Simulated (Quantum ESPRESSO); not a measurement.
# BN (P6_3mc) in Quantum ESPRESSO: a series of runs

One crystal, BN, is run at these levels: PBEsol, LDA; tasks: band structure, single point, equation of state.

Everything below comes from runs of Quantum ESPRESSO 7.5. Logs are shortened: lines on timing, memory, paths and dates and some standing lists are left out, and cuts for length are marked.

## Step 1: Starting point

It takes space group P6_3mc (No. 186, hexagonal). The conventional cell has a = 2.554 Å, b = 2.554 Å, c = 4.227 Å, α = 90.00°, β = 90.00°, γ = 120.00°. N (site symmetry 3m) is surrounded by 4 B at 1.57 to 1.58 Å. B (site symmetry 3m) has 4 N at 1.57 to 1.58 Å as nearest neighbours.

Measurements of this composition are mostly on another form, of space group No. 194.

## Step 2: Band structure, PBEsol

pw.in reads:

```
&CONTROL
  calculation = 'scf'
  prefix = 'pwscf'
  outdir = './tmp'
  pseudo_dir = './pseudo'
  tprnfor = .true.
  tstress = .true.
  disk_io = 'low'
/
&SYSTEM
  ibrav = 0
  celldm(1) = 8
  nat = 4
  ntyp = 2
  ecutwfc = 45
  ecutrho = 360
  nbnd = 14
  occupations = 'smearing'
  smearing = 'fd'
  degauss = 0.00367493
/
&ELECTRONS
  conv_thr = 8d-10
  electron_maxstep = 120
  mixing_beta = 0.5
/
ATOMIC_SPECIES
N     14.0070 n_pbesol_v1.2.uspp.F.UPF
B     10.8100 b_pbesol_v1.4.uspp.F.UPF
CELL_PARAMETERS alat
  0.6032807982561   0.0000000000000   0.0000000000000
 -0.3016403991399   0.5224564969044   0.0000000000000
  0.0000000000000   0.0000000000000   0.9984497898131
ATOMIC_POSITIONS crystal
N      0.3333333333    0.6666666667    0.1252760000
N      0.6666666667    0.3333333333    0.6252760000
B      0.3333333333    0.6666666667    0.4997240000
B      0.6666666667    0.3333333333    0.9997240000
K_POINTS automatic
12 12 6 0 0 0
```

bands.in reads:

```
&CONTROL
  calculation = 'bands'
  prefix = 'pwscf'
  outdir = './tmp'
  pseudo_dir = './pseudo'
  disk_io = 'low'
  verbosity = 'high'
/
&SYSTEM
  ibrav = 0
  celldm(1) = 8
  nat = 4
  ntyp = 2
  ecutwfc = 45
  ecutrho = 360
  nbnd = 14
  occupations = 'smearing'
  smearing = 'fd'
  degauss = 0.00367493
/
&ELECTRONS
  conv_thr = 1d-08
  electron_maxstep = 120
  mixing_beta = 0.5
  diago_full_acc = .true.
  startingwfc = 'random'
/
ATOMIC_SPECIES
N     14.0070 n_pbesol_v1.2.uspp.F.UPF
B     10.8100 b_pbesol_v1.4.uspp.F.UPF
CELL_PARAMETERS alat
  0.6032807982561   0.0000000000000   0.0000000000000
 -0.3016403991399   0.5224564969044   0.0000000000000
  0.0000000000000   0.0000000000000   0.9984497898131
ATOMIC_POSITIONS crystal
N      0.3333333333    0.6666666667    0.1252760000
N      0.6666666667    0.3333333333    0.6252760000
B      0.3333333333    0.6666666667    0.4997240000
B      0.6666666667    0.3333333333    0.9997240000
K_POINTS crystal
60
 0.0000000000  0.0000000000  0.0000000000 1
 0.0625000000  0.0000000000  0.0000000000 1
 0.1250000000  0.0000000000  0.0000000000 1
 0.1875000000  0.0000000000  0.0000000000 1
 0.2500000000  0.0000000000  0.0000000000 1
 0.3125000000  0.0000000000  0.0000000000 1
 0.3750000000  0.0000000000  0.0000000000 1
 0.4375000000  0.0000000000  0.0000000000 1
 0.5000000000  0.0000000000  0.0000000000 1
 0.4583333333  0.0833333333  0.0000000000 1
 0.4166666667  0.1666666667  0.0000000000 1
 0.3750000000  0.2500000000  0.0000000000 1
 0.3333333333  0.3333333333  0.0000000000 1
 0.2962962963  0.2962962963  0.0000000000 1
 0.2592592593  0.2592592593  0.0000000000 1
 0.2222222222  0.2222222222  0.0000000000 1
 0.1851851852  0.1851851852  0.0000000000 1
 0.1481481481  0.1481481481  0.0000000000 1
 0.1111111111  0.1111111111  0.0000000000 1
 0.0740740741  0.0740740741  0.0000000000 1
 0.0370370370  0.0370370370  0.0000000000 1
 0.0000000000  0.0000000000  0.0000000000 1
 0.0000000000  0.0000000000  0.1250000000 1
 0.0000000000  0.0000000000  0.2500000000 1
 0.0000000000  0.0000000000  0.3750000000 1
 0.0000000000  0.0000000000  0.5000000000 1
 0.0625000000  0.0000000000  0.5000000000 1
 0.1250000000  0.0000000000  0.5000000000 1
 0.1875000000  0.0000000000  0.5000000000 1
 0.2500000000  0.0000000000  0.5000000000 1
 0.3125000000  0.0000000000  0.5000000000 1
 0.3750000000  0.0000000000  0.5000000000 1
 0.4375000000  0.0000000000  0.5000000000 1
 0.5000000000  0.0000000000  0.5000000000 1
 0.4666666667  0.0666666667  0.5000000000 1
 0.4333333333  0.1333333333  0.5000000000 1
 0.4000000000  0.2000000000  0.5000000000 1
 0.3666666667  0.2666666667  0.5000000000 1
 0.3333333333  0.3333333333  0.5000000000 1
 0.3030303030  0.3030303030  0.5000000000 1
 0.2727272727  0.2727272727  0.5000000000 1
 0.2424242424  0.2424242424  0.5000000000 1
 0.2121212121  0.2121212121  0.5000000000 1
 0.1818181818  0.1818181818  0.5000000000 1
 0.1515151515  0.1515151515  0.5000000000 1
 0.1212121212  0.1212121212  0.5000000000 1
 0.0909090909  0.0909090909  0.5000000000 1
 0.0606060606  0.0606060606  0.5000000000 1
 0.0303030303  0.0303030303  0.5000000000 1
 0.0000000000  0.0000000000  0.5000000000 1
 0.5000000000  0.0000000000  0.5000000000 1
 0.5000000000  0.0000000000  0.3750000000 1
 0.5000000000  0.0000000000  0.2500000000 1
 0.5000000000  0.0000000000  0.1250000000 1
 0.5000000000  0.0000000000  0.0000000000 1
 0.3333333333  0.3333333333  0.0000000000 1
 0.3333333333  0.3333333333  0.1250000000 1
 0.3333333333  0.3333333333  0.2500000000 1
 0.3333333333  0.3333333333  0.3750000000 1
 0.3333333333  0.3333333333  0.5000000000 1
```

Potentials or basis: GBRV 1.5 PBEsol.

Run with:

```console
> OMP_NUM_THREADS=1 mpirun -n 2 pw.x -nk 2 -in pw.in > pw.out
> OMP_NUM_THREADS=1 mpirun -n 2 pw.x -nk 2 -in bands.in > bands.out
```

pw.out:

```text
This program is part of the open-source Quantum ESPRESSO suite
     for quantum simulation of materials; please cite
[... 13 lines left out ...]
     --------------------
     sticks:   dense  smooth     PW     G-vecs:    dense   smooth      PW
     Sum         583     295     91                18583     6569    1225

     Using Slab Decomposition

     bravais-lattice index     =            0
     lattice parameter (alat)  =       8.0000  a.u.
     unit-cell volume          =     161.1261 (a.u.)^3
     number of atoms/cell      =            4
     number of atomic types    =            2
     number of electrons       =        16.00
     number of Kohn-Sham states=           14
     kinetic-energy cutoff     =      45.0000  Ry
     charge density cutoff     =     360.0000  Ry
     scf convergence threshold =      8.0E-10
     mixing beta               =       0.5000
     number of iterations used =            8  plain     mixing
     Exchange-correlation= SLA  PW   PSX  PSC
                           (   1   4  10   8   0   0   0)

     celldm(1)=   8.000000  celldm(2)=   0.000000  celldm(3)=   0.000000
     celldm(4)=   0.000000  celldm(5)=   0.000000  celldm(6)=   0.000000

     crystal axes: (cart. coord. in units of alat)
               a(1) = (   0.603281   0.000000   0.000000 )
               a(2) = (  -0.301640   0.522456   0.000000 )
               a(3) = (   0.000000   0.000000   0.998450 )

     reciprocal axes: (cart. coord. in units 2 pi/alat)
               b(1) = (  1.657603  0.957017 -0.000000 )
               b(2) = (  0.000000  1.914035  0.000000 )
               b(3) = (  0.000000 -0.000000  1.001553 )

     PseudoPot. # 1 for N  read from file:
     n_pbesol_v1.2.uspp.F.UPF
     Pseudo is Ultrasoft + core correction, Zval =  5.0
     Generated by new atomic code, or converted to UPF format
     Using radial grid of  729 points,  4 beta functions with:
                l(1) =   0
                l(2) =   0
                l(3) =   1
                l(4) =   1
     Q(r) pseudized with  8 coefficients,  rinner =    0.900   0.900   0.900

     PseudoPot. # 2 for B  read from file:
     b_pbesol_v1.4.uspp.F.UPF
     Pseudo is Ultrasoft + core correction, Zval =  3.0
     Generated by new atomic code, or converted to UPF format
     Using radial grid of  781 points,  4 beta functions with:
                l(1) =   0
                l(2) =   0
                l(3) =   1
                l(4) =   1
     Q(r) pseudized with  8 coefficients,  rinner =    1.100   1.100   1.100

     atomic species   valence    mass     pseudopotential
     N                 5.00    14.00700     N ( 1.00)
     B                 3.00    10.81000     B ( 1.00)

     12 Sym. Ops. (no inversion) found ( 6 have fractional translation)

   Cartesian axes

     site n.     atom                  positions (alat units)
         1        N      tau(   1) = (  -0.0000000   0.3483043   0.1250818  )
         2        N      tau(   2) = (   0.3016404   0.1741522   0.6243067  )
         3        B      tau(   3) = (  -0.0000000   0.3483043   0.4989493  )
         4        B      tau(   4) = (   0.3016404   0.1741522   0.9981742  )

     number of k points=    76  Fermi-Dirac smearing, width (Ry)=  0.0037
                       cart. coord. in units 2pi/alat
        k(    1) = (   0.0000000   0.0000000   0.0000000), wk =   0.0023148
        k(    2) = (   0.0000000   0.0000000   0.1669254), wk =   0.0046296
        k(    3) = (   0.0000000   0.0000000   0.3338509), wk =   0.0046296
        k(    4) = (   0.0000000   0.0000000  -0.5007763), wk =   0.0023148
        k(    5) = (   0.0000000   0.1595029   0.0000000), wk =   0.0138889
        k(    6) = (   0.0000000   0.1595029   0.1669254), wk =   0.0277778
[... 68 lines left out ...]
        k(   75) = (   0.5525343   0.9570175   0.3338509), wk =   0.0092593
        k(   76) = (   0.5525343   0.9570175  -0.5007763), wk =   0.0046296

     Dense  grid:    18583 G-vectors     FFT dimensions: (  30,  30,  50)

     Smooth grid:     6569 G-vectors     FFT dimensions: (  24,  24,  36)

     Initial potential from superposition of free atoms

     starting charge      15.9994, renormalised to      16.0000
     Starting wfcs are   16 randomized atomic wfcs

     Self-consistent Calculation

     iteration #  1     ecut=    45.00 Ry     beta= 0.50
     Davidson diagonalization with overlap
     ethr =  1.00E-02,  avg # of iterations =  2.7

     total energy              =     -53.21120833 Ry
     estimated scf accuracy    <       0.41669322 Ry

     iteration #  2     ecut=    45.00 Ry     beta= 0.50
     Davidson diagonalization with overlap
     ethr =  2.60E-03,  avg # of iterations =  2.0

     total energy              =     -53.28829866 Ry
     estimated scf accuracy    <       0.04074292 Ry

     iteration #  3     ecut=    45.00 Ry     beta= 0.50
     Davidson diagonalization with overlap
     ethr =  2.55E-04,  avg # of iterations =  2.0
[... 29 lines left out ...]
     total energy              =     -53.29082987 Ry
     estimated scf accuracy    <       0.00000018 Ry

     iteration #  8     ecut=    45.00 Ry     beta= 0.50
     Davidson diagonalization with overlap
     ethr =  2.17E-10,  avg # of iterations =  2.2

     total energy              =     -53.29082989 Ry
     estimated scf accuracy    <          3.4E-09 Ry

     iteration #  9     ecut=    45.00 Ry     beta= 0.50
     Davidson diagonalization with overlap
     ethr =  2.13E-11,  avg # of iterations =  2.0

     End of self-consistent calculation

          k = 0.0000 0.0000 0.0000 (   809 PWs)   bands (ev):

    -9.1871  -5.0359   0.1982   9.0078   9.0078  10.8391  11.1193  11.1193
    19.3966  19.3966  19.5923  20.4976  21.6881  22.9033

          k = 0.0000 0.0000 0.1669 (   815 PWs)   bands (ev):

    -9.0216  -5.6062   1.0620   9.1246   9.1246   9.9414  10.9437  10.9437
    19.5939  19.5939  19.9619  20.4937  21.9022  22.5933

          k = 0.0000 0.0000 0.3339 (   821 PWs)   bands (ev):

    -8.5308  -6.7002   3.0149   7.8595   9.4572   9.4572  10.4971  10.4971
    20.1422  20.1422  20.3695  20.4860  21.8342  21.8342

          k = 0.0000 0.0000-0.5008 (   822 PWs)   bands (ev):

    -7.7369  -7.7369   5.4004   5.4004   9.9496   9.9496   9.9496   9.9496
    20.4701  20.4701  20.9388  20.9388  20.9388  20.9388
[... 88 lines left out ...]
    -5.6727  -3.7006   1.4916   3.4436   4.5117   6.4359   7.7464   8.8731
    17.7021  18.5659  22.0817  22.1997  23.6925  24.7128

          k = 0.0000 0.7975 0.3339 (   825 PWs)   bands (ev):

    -5.3082  -4.1638   1.3511   2.5434   6.0054   6.8560   8.0753   8.2361
    17.4598  18.1313  21.2922  22.3592  23.3881  25.7479

          k = 0.0000 0.7975-0.5008 (   818 PWs)   bands (ev):

    -4.7640  -4.7640   1.7483   1.7483   7.4254   7.4254   7.4949   7.4949
    17.6993  17.6993  21.2271  21.2271  25.0888  25.0888

          k = 0.0000-0.9570 0.0000 (   834 PWs)   bands (ev):

    -5.0879  -3.8191   1.6392   3.3306   4.2188   6.1509   6.6853   9.0147
    17.6513  18.8956  21.5945  22.4100  23.8891  25.4624

          k = 0.0000-0.9570 0.1669 (   822 PWs)   bands (ev):

    -4.9876  -3.8589   1.2647   2.7700   4.9597   6.2972   7.2207   8.7514
    17.7251  18.2410  22.1110  22.3425  23.8145  24.2995

          k = 0.0000-0.9570 0.3339 (   820 PWs)   bands (ev):

    -4.7116  -4.0240   0.9124   1.8140   6.3566   6.7197   7.8588   8.1092
    17.4543  17.8082  21.5183  21.7675  23.4685  25.7982

          k = 0.0000-0.9570-0.5008 (   812 PWs)   bands (ev):

    -4.3434  -4.3434   1.1060   1.1060   7.3626   7.3626   7.5522   7.5522
    17.5283  17.5283  20.9848  20.9848  25.2506  25.2506

          k = 0.1381 0.2393 0.0000 (   809 PWs)   bands (ev):

    -8.7372  -4.6955   0.6446   7.2777   8.0455   9.7160  10.4013  10.5584
    19.1012  19.8265  20.2081  21.7960  22.8267  23.0957

          k = 0.1381 0.2393 0.1669 (   811 PWs)   bands (ev):

    -8.5739  -5.2382   1.4603   7.4134   8.1547   9.2201  10.0274  10.3459
    19.0825  20.0349  20.5234  21.7722  22.6927  22.9682

          k = 0.1381 0.2393 0.3339 (   813 PWs)   bands (ev):

    -8.0904  -6.2964   3.3069   7.6105   7.8069   8.5774   9.2881   9.8200
    19.5005  20.5078  20.8754  21.3995  22.1808  23.0093
[... 213 lines left out ...]
    -3.8438  -3.8438   2.0444   3.3213   3.3213   5.2715   6.4841   6.4841
    16.8268  22.8783  22.8783  24.4302  25.3777  25.3777

          k = 0.5525 0.9570 0.3339 (   807 PWs)   bands (ev):

    -3.7684  -3.7684   2.5608   2.5862   2.5862   4.3567   7.5958   7.5958
    18.7004  21.0417  21.0417  23.2305  25.3970  25.3970

          k = 0.5525 0.9570-0.5008 (   828 PWs)   bands (ev):

    -3.7288  -3.7288   2.3051   2.3051   3.3693   3.3693   8.0915   8.0915
    20.2861  20.2861  21.0775  21.0775  25.4065  25.4065

     the Fermi energy is    13.1188 ev

!    total energy              =     -53.29082989 Ry
     estimated scf accuracy    <          3.5E-10 Ry
     smearing contrib. (-TS)   =       0.00000000 Ry
     internal energy E=F+TS    =     -53.29082989 Ry

     The total energy is F=E-TS. E is the sum of the following terms:
     one-electron contribution =       8.82039243 Ry
     hartree contribution      =       7.22218922 Ry
     xc contribution           =     -16.90451739 Ry
     ewald contribution        =     -52.42889415 Ry

     convergence has been achieved in   9 iterations

     Forces acting on atoms (cartesian axes, Ry/au):

     atom    1 type  1   force =    -0.00000000   -0.00000000   -0.00046210
     atom    2 type  1   force =     0.00000000    0.00000000   -0.00046210
     atom    3 type  2   force =     0.00000000    0.00000000    0.00046210
     atom    4 type  2   force =    -0.00000000   -0.00000000    0.00046210

     Total force =     0.000924     Total SCF correction =     0.000003

     Computing stress (Cartesian axis) and pressure

          total   stress  (Ry/bohr**3)                   (kbar)     P=      -53.73
  -0.00035201  -0.00000000   0.00000000          -51.78       -0.00        0.00
  -0.00000000  -0.00035201   0.00000000           -0.00      -51.78        0.00
   0.00000000   0.00000000  -0.00039175            0.00        0.00      -57.63

=------------------------------------------------------------------------------=
   JOB DONE.
=------------------------------------------------------------------------------=
```

It took 15 s on 2 MPI ranks of Arm Neoverse V1, shared host; peak memory 0.18 GiB.

Results:

```yaml
Free_energy: -725.0587 eV
Pressure: -5.4 GPa
Largest_force: 0.012 eV/Å
Band_gap_on_the_k_mesh: 4.97 eV, indirect (least direct gap 8.16 eV)
Band_gap_along_the_path: 4.97 eV, indirect (least direct gap 8.14 eV)
```

Forces on the atoms (eV/Å):
```
N    0.000  0.000 -0.012
N    0.000  0.000 -0.012
B    0.000  0.000  0.012
B    0.000  0.000  0.012
```

Levels at the corners of the path, in eV from the valence-band top:
| point | band 5 | band 6 | band 7 | band 8 | band 9 | band 10 | band 11 | band 12 |
| --- | --- | --- | --- | --- | --- | --- | --- | --- |
| Γ | -2.11 | -0.28 | 0.00 | 0.00 | 8.28 | 8.28 | 8.47 | 9.38 |
| M | -6.90 | -4.97 | -4.43 | -2.10 | 6.53 | 7.78 | 10.48 | 11.29 |
| K | -7.18 | -5.45 | -5.42 | -5.42 | 4.97 | 13.33 | 13.33 | 13.61 |
| Γ | -2.11 | -0.28 | 0.00 | 0.00 | 8.28 | 8.28 | 8.47 | 9.38 |
| A | -1.17 | -1.17 | -1.17 | -1.17 | 9.35 | 9.35 | 9.82 | 9.82 |
| L | -3.76 | -3.76 | -3.57 | -3.57 | 6.41 | 6.41 | 9.87 | 9.87 |
| H | -7.75 | -7.75 | -3.03 | -3.03 | 9.17 | 9.17 | 9.96 | 9.96 |
| A | -1.17 | -1.17 | -1.17 | -1.17 | 9.35 | 9.35 | 9.82 | 9.82 |
| L | -3.76 | -3.76 | -3.57 | -3.57 | 6.41 | 6.41 | 9.87 | 9.87 |
| M | -6.90 | -4.97 | -4.43 | -2.10 | 6.53 | 7.78 | 10.48 | 11.29 |
| K | -7.18 | -5.45 | -5.42 | -5.42 | 4.97 | 13.33 | 13.33 | 13.61 |
| H | -7.75 | -7.75 | -3.03 | -3.03 | 9.17 | 9.17 | 9.96 | 9.96 |

## Step 3: Single point, LDA, 5.61 Å³/atom

pw.in reads:

```
&CONTROL
  calculation = 'scf'
  prefix = 'pwscf'
  outdir = './tmp'
  pseudo_dir = './pseudo'
  tstress = .true.
  disk_io = 'nowf'
/
&SYSTEM
  ibrav = 0
  nat = 4
  ntyp = 2
  ecutwfc = 45
  ecutrho = 360
  nbnd = 14
  occupations = 'smearing'
  smearing = 'fd'
  degauss = 0.00367493
/
&ELECTRONS
  conv_thr = 8d-10
  electron_maxstep = 120
  mixing_beta = 0.5
/
ATOMIC_SPECIES
N     14.0070 n_lda_v1.2.uspp.F.UPF
B     10.8100 b_lda_v1.4.uspp.F.UPF
CELL_PARAMETERS angstrom
   2.5018037563    0.0000000000    0.0000000000
  -1.2509018782    2.1666256083    0.0000000000
   0.0000000000    0.0000000000    4.1405684416
ATOMIC_POSITIONS crystal
N      0.3333333333    0.6666666667    0.1252760000
N      0.6666666667    0.3333333333    0.6252760000
B      0.3333333333    0.6666666667    0.4997240000
B      0.6666666667    0.3333333333    0.9997240000
K_POINTS automatic
12 12 6 0 0 0
```

Potentials or basis: GBRV 1.5 LDA.

Run with:

```console
> OMP_NUM_THREADS=1 mpirun -n 2 pw.x -nk 2 -in pw.in > pw.out
```

pw.out:

```text
This program is part of the open-source Quantum ESPRESSO suite
     for quantum simulation of materials; please cite
[... 13 lines left out ...]
     --------------------
     sticks:   dense  smooth     PW     G-vecs:    dense   smooth      PW
     Sum         559     283     91                17561     6219    1129

     Using Slab Decomposition

     bravais-lattice index     =            0
     lattice parameter (alat)  =       4.7277  a.u.
     unit-cell volume          =     151.4585 (a.u.)^3
     number of atoms/cell      =            4
     number of atomic types    =            2
     number of electrons       =        16.00
     number of Kohn-Sham states=           14
     kinetic-energy cutoff     =      45.0000  Ry
     charge density cutoff     =     360.0000  Ry
     scf convergence threshold =      8.0E-10
     mixing beta               =       0.5000
     number of iterations used =            8  plain     mixing
[... 203 lines left out ...]

          k = 0.0000 0.0000 0.0000 (   761 PWs)   bands (ev):

    -8.9245  -4.4678   0.4790   9.6894   9.6894  11.6297  11.9325  11.9325
    20.3952  20.3952  20.7001  22.1973  23.5736  24.1076
[... 128 lines left out ...]
    -4.1249  -3.4202   1.2762   2.2180   6.9588   7.2607   8.4623   8.7331
    18.5489  18.8816  22.7392  23.1248  24.6852  27.4141

          k = 0.0000-0.5774-0.3021 (   784 PWs)   bands (ev):

    -3.7396  -3.7396   1.4684   1.4684   7.9409   7.9409   8.1750   8.1750
    18.6113  18.6113  22.2539  22.2539  26.5860  26.5860

          k = 0.0833 0.1443 0.0000 (   761 PWs)   bands (ev):
[... 236 lines left out ...]
    -3.0594  -3.0594   2.8083   2.8083   3.6758   3.6758   8.7222   8.7222
    21.6215  21.6215  22.1038  22.1038  26.9653  26.9653

     the Fermi energy is    14.1691 ev

!    total energy              =     -53.47997461 Ry
     estimated scf accuracy    <          7.9E-11 Ry
     smearing contrib. (-TS)   =       0.00000000 Ry
     internal energy E=F+TS    =     -53.47997461 Ry

     The total energy is F=E-TS. E is the sum of the following terms:
     one-electron contribution =      10.17008135 Ry
     hartree contribution      =       7.02609217 Ry
     xc contribution           =     -17.15467240 Ry
     ewald contribution        =     -53.52147573 Ry

     convergence has been achieved in   9 iterations

     Computing stress (Cartesian axis) and pressure

          total   stress  (Ry/bohr**3)                   (kbar)     P=      121.39
   0.00082766   0.00000000   0.00000000          121.75        0.00        0.00
   0.00000000   0.00082766   0.00000000            0.00      121.75        0.00
   0.00000000   0.00000000   0.00082016            0.00        0.00      120.65

=------------------------------------------------------------------------------=
   JOB DONE.
=------------------------------------------------------------------------------=
```

It took 7.9 s on 2 MPI ranks of Arm Neoverse V1, shared host; peak memory 0.18 GiB.

Results:

```yaml
Free_energy: -727.6321 eV
Pressure: 12.1 GPa
Band_gap_on_the_k_mesh: 4.86 eV, indirect (least direct gap 8.41 eV)
```

(Continued in part 2 of 2.)
